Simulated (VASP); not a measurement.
# GaCo: formation energy of V on the Co site, part 3 of 5

Aim: the formation energy and local structure of V on the Co site in GaCo. The start is a cell from a database of measured crystal structures.

VASP 6.6.1, plane waves and PAW; the level of theory is named at each step.

So far. Step 3 (Relax the host again, on a new basis): The start already met the threshold, so nothing moved. Step 4 (The supercell without the defect): The host is treated as a metal, as its relaxation found a gap under 0.3 eV or none, and only the neutral defect is run.

## (5) Reference V

This step: LDA, no spin polarisation; plane waves and PAW (V) (VASP 6.6.1).

System of this step: V. It takes space group Im-3m (No. 229, cubic). Conventional cell: a = 3.020 Å, b = 3.020 Å, c = 3.020 Å, α = 90.00°, β = 90.00°, γ = 90.00°. Nearest to V lie 8 V at 2.62 Å.

The reference for V is its crystal, relaxed at the cutoff of the large cell.

File INCAR:

```
SYSTEM = V
PREC = Normal
ENCUT = 300
EDIFF = 1E-05
NELM = 120
ISMEAR = 1
SIGMA = 0.1
LREAL = Auto
ALGO = Fast
GGA = CA
NBANDS = 8
LASPH = .TRUE.
LORBIT = 11
LWAVE = .FALSE.
LCHARG = .FALSE.
KPAR = 4
IBRION = 2
NSW = 25
ISIF = 3
EDIFFG = -0.02
POTIM = 0.4
```

File POSCAR:

```
V
1.0
   -1.5100000000      1.5100000000      1.5100000000
    1.5100000000     -1.5100000000      1.5100000000
    1.5100000000      1.5100000000     -1.5100000000
V
1
Direct
    0.0000000000      0.0000000000      0.0000000000
```

File KPOINTS:

```
Automatic mesh
0
Gamma
12 12 12
0 0 0
```

Potentials, in the order of the species: V (LDA family, release 64).

The run is started by

```sh
mpirun -np 4 vasp_std
```

What it wrote:

```text
[banner, memory and clock lines left out]
running    4 mpi-ranks, on    1 nodes
 distrk:  each k-point on    1 cores,    4 groups
 distr:  one band on    1 cores,    1 groups

 POSCAR found type information on POSCAR V
 POSCAR found :  1 types and       1 ions
|                                                                             |
|               ----> ADVICE to this user running VASP <----                  |
|                                                                             |
|     You have a (more or less) 'small supercell' and for smaller cells       |
|     it is recommended to use the reciprocal-space projection scheme!        |
|     The real-space optimization is not efficient for small cells and it     |
|     is also less accurate ...                                               |
|     Therefore, set LREAL=.FALSE. in the INCAR file.                         |
|                                                                             |

 LDA part: xc-table for (Slater(with rela. corr.)+CA(PZ))
 , standard interpolation
 POSCAR, INCAR and KPOINTS ok, starting setup
 FFT: planning ... GRIDC
 FFT: planning ... GRID_SOFT
 FFT: planning ... GRID
 WAVECAR not read
 entering main loop
       N       E                     dE             d eps       ncg     rms          rms(c)
DAV:   1    -0.380739789203E+01   -0.38074E+01   -0.16022E+03  1192   0.431E+02
DAV:   2    -0.113031888351E+02   -0.74958E+01   -0.71072E+01  1168   0.533E+01
DAV:   3    -0.113481563706E+02   -0.44968E-01   -0.44880E-01  1448   0.578E+00
DAV:   4    -0.113484799705E+02   -0.32360E-03   -0.32358E-03  1384   0.415E-01
DAV:   5    -0.113484829518E+02   -0.29814E-05   -0.29806E-05  1536   0.314E-02    0.116E+01
RMM:   6    -0.988959098476E+01    0.14589E+01   -0.16520E+00  1152   0.208E+01    0.193E+00
RMM:   7    -0.986625621026E+01    0.23335E-01   -0.21437E-01  1155   0.368E+00    0.125E+00
RMM:   8    -0.985592769949E+01    0.10329E-01   -0.48916E-02  1188   0.260E+00    0.146E-01
RMM:   9    -0.985719957676E+01   -0.12719E-02   -0.10919E-02  1165   0.713E-01    0.932E-02
RMM:  10    -0.985855182117E+01   -0.13522E-02   -0.53104E-03  1152   0.125E+00    0.297E-01
RMM:  11    -0.985806164732E+01    0.49017E-03   -0.32388E-04  1205   0.175E-01    0.223E-01
RMM:  12    -0.985719276603E+01    0.86888E-03   -0.85113E-04  1157   0.447E-01    0.298E-02
RMM:  13    -0.985720280811E+01   -0.10042E-04   -0.94796E-05  1082   0.805E-02    0.211E-02
RMM:  14    -0.985719908509E+01    0.37230E-05   -0.23428E-05   903   0.417E-02
   1 F= -.98571991E+01 E0= -.98561356E+01  d E =-.985720E+01
 curvature:   0.00 expect dE= 0.000E+00 dE for cont linesearch  0.000E+00
 trial: gam= 0.00000 g(F)=  0.586E-65 g(S)=  0.327E+00 ort = 0.000E+00 (trialstep = 0.100E+01)
 search vector abs. value=  0.327E+00
 bond charge predicted
       N       E                     dE             d eps       ncg     rms          rms(c)
DAV:   1    -0.101963723116E+02   -0.33917E+00   -0.22838E+01  1152   0.792E+01    0.789E+00
RMM:   2    -0.991797627674E+01    0.27840E+00   -0.17281E-01  1152   0.683E+00    0.160E+00
RMM:   3    -0.989511364310E+01    0.22863E-01   -0.41915E-02  1277   0.180E+00    0.478E-01
RMM:   4    -0.989029360766E+01    0.48200E-02   -0.62373E-03  1189   0.953E-01    0.787E-02
RMM:   5    -0.989015591397E+01    0.13769E-03   -0.10515E-03  1193   0.302E-01    0.943E-02
RMM:   6    -0.989020340572E+01   -0.47492E-04   -0.22429E-04  1152   0.113E-01    0.988E-03
RMM:   7    -0.989020378893E+01   -0.38321E-06   -0.20874E-05   967   0.582E-02
   2 F= -.98902038E+01 E0= -.98905401E+01  d E =-.330047E-01
[...]
3 F= -.99556548E+01 E0= -.99556306E+01  d E =-.984557E-01
[...]
4 F= -.99556780E+01 E0= -.99556857E+01  d E =-.984790E-01
[...]
5 F= -.99556602E+01 E0= -.99556437E+01  d E =0.178542E-04
 trial-energy change:    0.000018  1 .order    0.000016   -0.000043    0.000076
 step:   0.3315(harm=  0.3315)  dis= 0.00000  next Energy=    -9.955686 (dE=-0.781E-05)
 bond charge predicted
       N       E                     dE             d eps       ncg     rms          rms(c)
DAV:   1    -0.995569522720E+01   -0.32405E-04   -0.10640E-03  1168   0.581E-01    0.483E-02
RMM:   2    -0.995568153158E+01    0.13696E-04   -0.94434E-06   705   0.492E-02    0.104E-02
RMM:   3    -0.995568013418E+01    0.13974E-05   -0.17812E-06   593   0.116E-02
   6 F= -.99556801E+01 E0= -.99556774E+01  d E =-.209426E-05
 curvature:  -0.17 expect dE=-0.140E-07 dE for cont linesearch -0.140E-07
 trial: gam=-0.04056 g(F)=  0.469E-64 g(S)=  0.845E-07 ort = 0.200E-05 (trialstep = 0.799E+00)
 search vector abs. value=  0.252E-09
 reached required accuracy - stopping structural energy minimisation
```

Run time: 3.8 s. Hardware: 4 MPI ranks of Intel Xeon 6975P-C (Granite Rapids), shared host; peak memory 0.38 GiB.

OUTCAR, selected parts (step 5):

```text
   k-points           NKPTS =     72   k-points in BZ     NKDIM =     72   number of bands    NBANDS=      8

   ENCUT  =  300.0 eV  22.05 Ry    4.70 a.u.   3.69  3.69  3.69*2*pi/ulx,y,z

   NELECT =       5.0000    total number of electrons

 E-fermi :   6.9428

 k-point     1 :       0.0000    0.0000    0.0000
  band No.  band energies     occupation
      1       0.2660      2.00000
      2       7.3398     -0.00000
      3       7.3398     -0.00000
      4       7.3398     -0.00000
      5       9.5690      0.00000
      6       9.5690      0.00000
    ...

  Total        0.0008545      0.0008545      0.0008545     -0.0000000     -0.0000000      0.0000000
  in kB        0.1114426      0.1114426      0.1114426     -0.0000000     -0.0000000      0.0000000
  external PRESSURE =       0.1114426 kB  Pullay stress =       0.0000000 kB

 POSITION                                       TOTAL-FORCE (eV/Angst)
 -----------------------------------------------------------------------------------
      0.00000      0.00000      0.00000         0.000000     -0.000000      0.000000
 -----------------------------------------------------------------------------------
    total drift:                                0.000000     -0.000000      0.000000

  FREE ENERGIE OF THE ION-ELECTRON SYSTEM (eV)
  ---------------------------------------------------
  free  energy   TOTEN  =        -9.9556801342 eV

  energy  without entropy=       -9.9556719766  energy(sigma->0) =       -9.95567741

[... 2 parts as in an earlier step ...]

[... 14 further parts left out ...]
```

CONTCAR:

```
V
   1.00000000000000
    -1.4535957703981570    1.4535957703981570    1.4535957703981570
     1.4535957703981570   -1.4535957703981570    1.4535957703981570
     1.4535957703981570    1.4535957703981570   -1.4535957703981570
  V
     1
Direct
     0.0000000000000000    0.0000000000000000    0.0000000000000000
```

This run has no spin polarisation, so a moment on V, if there is one, isn't seen. Its electron count is odd, so without a moment it is a metal by construction. After so large a change of volume the plane waves of the start cell no longer fit, so the final stress carries a basis-set error. The data set V keeps the semicore shell frozen, which is cheaper and a little less accurate.

Step by step:

```tsv
step	energy less that of the first step (eV)	largest force (eV/Å)	pressure (GPa)	volume (Å³)
1	0.0000	0.0000	-19.54	13.77
2	-0.0330	0.0000	22.27	11.26
3	-0.0985	0.0000	-0.43	12.30
4	-0.0985	0.0000	0.26	12.28
5	-0.0985	0.0000	-0.46	12.30
6	-0.0985	0.0000	0.01	12.29
```

```tsv
conventional cell, symmetrised	before	after	change
a (Å)	3.020	2.907	-3.7 %
b (Å)	3.020	2.907	-3.7 %
c (Å)	3.020	2.907	-3.7 %
volume (Å³/atom)	13.77	12.29	-10.8 %
```

The relaxed structure:

```xyz
1
Lattice="-1.4536 1.4536 1.4536 1.4536 -1.4536 1.4536 1.4536 1.4536 -1.4536" Properties=species:S:1:pos:R:3 pbc="T T T"
V     0.0000    0.0000    0.0000
```

This step gave:

| Item | Value |
| --- | --- |
| electronic cycles | 37 |
| electrons | 5 |
| free energy (TOTEN) | -9.956 eV |
| Fermi energy | 6.943 eV |

The run ended after 6 ionic steps, 0.098 eV below its first step, once forces and stress met EDIFFG = -0.02.

Energy at zero smearing: -9.95568 eV.

## (6) Reference Co

This step: LDA, spin-polarised from a ferromagnetic start; plane waves and PAW (Co) (VASP 6.6.1).

System of this step: Co. Symmetry: P6_3/mmc, No. 194, hexagonal system. Conventional cell: a = 2.510 Å, b = 2.510 Å, c = 4.071 Å, α = 90.00°, β = 90.00°, γ = 120.00°. Co has 12 Co at 2.50 to 2.51 Å nearest.

The reference for Co is its crystal, relaxed at the cutoff of the large cell.

INCAR: that of step 5 with these lines changed.

```diff
@@ -1,2 +1,2 @@
-SYSTEM = V
+SYSTEM = Co
 PREC = Normal
@@ -10,4 +10,7 @@
 GGA = CA
-NBANDS = 8
+NBANDS = 18
+ISPIN = 2
+MAGMOM = 1.7 1.7
 LASPH = .TRUE.
+LMAXMIX = 4
 LORBIT = 11
```

File POSCAR:

```
Co
1.0
    2.5100000000      0.0000000000      0.0000000000
   -1.2550000000      2.1737237635      0.0000000000
    0.0000000000      0.0000000000      4.0712200000
Co
2
Direct
    0.0000000000      0.0000000000      0.0000000000
    0.3333333333      0.6666666667      0.5000000000
```

File KPOINTS:

```
Automatic mesh
0
Gamma
12 12 7
0 0 0
```

PAW data sets: Co (LDA family, release 64).

The run is started by

```sh
mpirun -np 4 vasp_std
```

What it wrote:

```text
[banner, memory and clock lines left out]
running    4 mpi-ranks, on    1 nodes
 distrk:  each k-point on    1 cores,    4 groups
 distr:  one band on    1 cores,    1 groups

 POSCAR found type information on POSCAR Co
 POSCAR found :  1 types and       2 ions
 [... a notice as in an earlier step ...]

 LDA part: xc-table for (Slater(with rela. corr.)+CA(PZ))
 , standard interpolation
 POSCAR, INCAR and KPOINTS ok, starting setup
 FFT: planning ... GRIDC
 FFT: planning ... GRID_SOFT
 FFT: planning ... GRID
 WAVECAR not read
 entering main loop
       N       E                     dE             d eps       ncg     rms          rms(c)
DAV:   1     0.573379915573E+02    0.57338E+02   -0.53291E+03  5912   0.827E+02
DAV:   2    -0.162692771657E+02   -0.73607E+02   -0.66733E+02  5502   0.184E+02
DAV:   3    -0.184648096185E+02   -0.21955E+01   -0.21382E+01  6214   0.403E+01
DAV:   4    -0.184994364718E+02   -0.34627E-01   -0.34610E-01  6922   0.428E+00
DAV:   5    -0.185002461800E+02   -0.80971E-03   -0.80968E-03  6212   0.586E-01    0.146E+01
RMM:   6    -0.166697072698E+02    0.18305E+01   -0.10099E+01  5472   0.361E+01    0.879E+00
RMM:   7    -0.161321032084E+02    0.53760E+00   -0.13858E+00  5472   0.146E+01    0.390E+00
RMM:   8    -0.161014954326E+02    0.30608E-01   -0.22998E-02  5654   0.104E+00    0.167E+00
RMM:   9    -0.160889925024E+02    0.12503E-01   -0.51042E-03  5687   0.421E-01    0.454E-01
RMM:  10    -0.160877529706E+02    0.12395E-02   -0.11426E-03  5700   0.343E-01    0.161E-01
RMM:  11    -0.160877183136E+02    0.34657E-04   -0.41958E-04  6117   0.122E-01    0.453E-02
RMM:  12    -0.160877182017E+02    0.11190E-06   -0.41833E-05  4778   0.456E-02
   1 F= -.16087718E+02 E0= -.16087496E+02  d E =-.160877E+02  mag=     3.1310
 curvature:   0.00 expect dE= 0.000E+00 dE for cont linesearch  0.000E+00
 trial: gam= 0.00000 g(F)=  0.520E-46 g(S)=  0.602E+00 ort = 0.000E+00 (trialstep = 0.100E+01)
 search vector abs. value=  0.602E+00
 bond charge predicted
       N       E                     dE             d eps       ncg     rms          rms(c)
DAV:   1    -0.237374542063E+02   -0.76497E+01   -0.66790E+01  5786   0.133E+02    0.255E+01
RMM:   2    -0.169862141554E+02    0.67512E+01   -0.16104E+01  5472   0.504E+01    0.118E+01
RMM:   3    -0.163908945705E+02    0.59532E+00   -0.17152E+00  5482   0.163E+01    0.646E+00
RMM:   4    -0.162409185984E+02    0.14998E+00   -0.87086E-02  5629   0.215E+00    0.235E+00
RMM:   5    -0.161461714691E+02    0.94747E-01   -0.22413E-02  5753   0.135E+00    0.499E-01
RMM:   6    -0.161458464266E+02    0.32504E-03   -0.60308E-03  5608   0.864E-01    0.233E-01
RMM:   7    -0.161464329111E+02   -0.58648E-03   -0.24564E-03  6290   0.278E-01    0.187E-01
RMM:   8    -0.161469161007E+02   -0.48319E-03   -0.31863E-04  5822   0.150E-01    0.183E-01
RMM:   9    -0.161472206572E+02   -0.30456E-03   -0.12633E-04  5413   0.104E-01    0.168E-01
RMM:  10    -0.161475503596E+02   -0.32970E-03   -0.20201E-04  5467   0.126E-01    0.109E-01
RMM:  11    -0.161475806199E+02   -0.30260E-04   -0.16737E-04  5447   0.109E-01    0.376E-02
RMM:  12    -0.161475974257E+02   -0.16806E-04   -0.21576E-05  4314   0.508E-02    0.157E-02
RMM:  13    -0.161475982139E+02   -0.78815E-06   -0.70263E-06  3808   0.176E-02
   2 F= -.16147598E+02 E0= -.16147565E+02  d E =-.598800E-01  mag=     2.7414
[...]
3 F= -.16276986E+02 E0= -.16277413E+02  d E =-.189268E+00  mag=     2.9836
[...]
4 F= -.16276977E+02 E0= -.16277412E+02  d E =-.189259E+00  mag=     2.9839
 curvature:  -0.22 expect dE=-0.259E-04 dE for cont linesearch -0.110E-04
 ZBRENT: accuracy reached
 trial: gam= 0.00000 g(F)=  0.382E-47 g(S)=  0.116E-03 ort =-0.544E-02 (trialstep = 0.916E+00)
 search vector abs. value=  0.116E-03
 bond charge predicted
       N       E                     dE             d eps       ncg     rms          rms(c)
DAV:   1    -0.162777074603E+02   -0.73058E-03   -0.85792E-03  6176   0.135E+00    0.202E-01
RMM:   2    -0.162771618415E+02    0.54562E-03   -0.14394E-03  5474   0.455E-01    0.120E-01
RMM:   3    -0.162770677501E+02    0.94091E-04   -0.17940E-04  5461   0.160E-01    0.628E-02
RMM:   4    -0.162770455923E+02    0.22158E-04   -0.15143E-05  3636   0.294E-02    0.193E-02
RMM:   5    -0.162770373591E+02    0.82332E-05   -0.29522E-06  3228   0.130E-02
   5 F= -.16277037E+02 E0= -.16277475E+02  d E =-.605485E-04  mag=     2.9837
 trial-energy change:   -0.000061  1 .order   -0.000035   -0.000106    0.000036
 step:   0.6852(harm=  0.6852)  dis= 0.00000  next Energy=   -16.277017 (dE=-0.397E-04)
 reached required accuracy - stopping structural energy minimisation
```

Elapsed: 16 s, on 4 MPI ranks; peak memory 0.44 GiB.

OUTCAR, selected parts (step 6):

```text
   k-points           NKPTS =     76   k-points in BZ     NKDIM =     76   number of bands    NBANDS=     18

   ENCUT  =  300.0 eV  22.05 Ry    4.70 a.u.   3.54  3.54  5.75*2*pi/ulx,y,z

   NELECT =      18.0000    total number of electrons

 E-fermi :  11.1572

 spin component 1
 k-point     1 :       0.0000    0.0000    0.0000
  band No.  band energies     occupation
    ...
      8       9.3938      1.00000
      9       9.3938      1.00000
     10      10.6803      1.00000
     11      10.6803      1.00000
     12      11.0918      0.94259
     13      18.4481      0.00000
     14      33.8567      0.00000
     15      37.2127      0.00000
     16      37.2128      0.00000
     17      37.2187      0.00000
    ...

 k-point     2 :       0.0833   -0.0000    0.0000
  band No.  band energies     occupation
    ...
      7       9.1027      1.00000
      8       9.2039      1.00000
      9       9.3105      1.00000
     10       9.7021      1.00000
     11      10.7165      1.00000
     12      12.4233     -0.00000
     13      18.4817      0.00000
     14      32.2877      0.00000
     15      34.7187      0.00000
     16      34.9554      0.00000
    ...

  Total       -0.0245708     -0.0245708     -0.0397441     -0.0000000     -0.0000000      0.0000000
  in kB       -1.9756584     -1.9756584     -3.1956926     -0.0000000     -0.0000000      0.0000000
  external PRESSURE =      -2.3823364 kB  Pullay stress =       0.0000000 kB

 POSITION                                       TOTAL-FORCE (eV/Angst)
 -----------------------------------------------------------------------------------
     -0.00000      0.00000      0.00000        -0.000000      0.000000      0.000000
     -0.00000      1.39986      1.95690         0.000000     -0.000000     -0.000000
 -----------------------------------------------------------------------------------
    total drift:                               -0.000000      0.000000     -0.000000

  FREE ENERGIE OF THE ION-ELECTRON SYSTEM (eV)
  ---------------------------------------------------
  free  energy   TOTEN  =       -16.2770373591 eV

  energy  without entropy=      -16.2783489938  energy(sigma->0) =      -16.27747457

 magnetization (x)
# of ion       s       p       d       tot
------------------------------------------
    1       -0.013  -0.038   1.536   1.484
    2       -0.013  -0.038   1.536   1.484
--------------------------------------------------
tot         -0.026  -0.077   3.072   2.968

[... 1 part as in an earlier step ...]

[... 20 further parts left out ...]
```

CONTCAR:

```
Co
   1.00000000000000
     2.4246234652838448    0.0000000000000000    0.0000000000000000
    -1.2123117326419224    2.0997855155486174   -0.0000000000000000
     0.0000000000000000    0.0000000000000000    3.9138029801883096
  Co
     2
Direct
     0.0000000000000000    0.0000000000000000    0.0000000000000000
     0.3333333332999970    0.6666666667000030    0.5000000000000000
```

The magnetic state follows from one typed start and may not be the lowest. The run keeps the 24 symmetry operations of its start, so it cannot find a distortion of lower symmetry.

Relaxation path:

```tsv
step	energy less that of the first step (eV)	largest force (eV/Å)	pressure (GPa)	volume (Å³)
1	0.0000	0.0000	-23.23	22.21
2	-0.0599	0.0000	26.89	18.32
3	-0.1893	0.0000	-0.31	19.94
4	-0.1893	0.0000	0.25	19.89
5	-0.1893	0.0000	-0.24	19.93
```

```tsv
conventional cell, symmetrised	before	after	change
a (Å)	2.510	2.425	-3.4 %
b (Å)	2.510	2.425	-3.4 %
c (Å)	4.071	3.914	-3.9 %
volume (Å³/atom)	11.11	9.96	-10.3 %
```

Final coordinates:

```
Co
1.0
     2.42462    0.00000    0.00000
    -1.21231    2.09979    0.00000
     0.00000    0.00000    3.91380
Co
2
Direct
  0.00000 0.00000 0.00000
  0.33333 0.66667 0.50000
```

Numbers from this step:

- electronic cycles: 45
- electrons: 18
- free energy (TOTEN): -16.28 eV
- energy at zero smearing: -16.28 eV
- Fermi energy: 11.16 eV
- moment of the cell, from the last line of the log: 2.984 μB

Spin moment in the PAW sphere by atom:

```tsv
atom	spin moment in the PAW sphere (μB)
Co1	1.48
Co2	1.48
```

The run ended after 5 ionic steps, 0.189 eV below its first step, once forces and stress met EDIFFG = -0.02.

Energy at zero smearing: -16.27747 eV.

(Continued in part 4 of 5.)

[Lines on the potential files, build, host, timing and source positions are cut from VASP's logs without a mark.]

[Logs are printed without paths, hosts, clocks, repeated set-up lines and the standing remarks that a program may print on its own settings, such as how far it seeks lower states.]

[Hosts, paths, dates, database ids (printed as entryN), source tags and the programs' standing remarks are cut or masked in the printed files.]

[In band tables of VASP the shares of atoms and orbitals are scaled to a sum of 1 inside the atoms' spheres.]

[Runs that stopped without an error message from VASP are left out.]
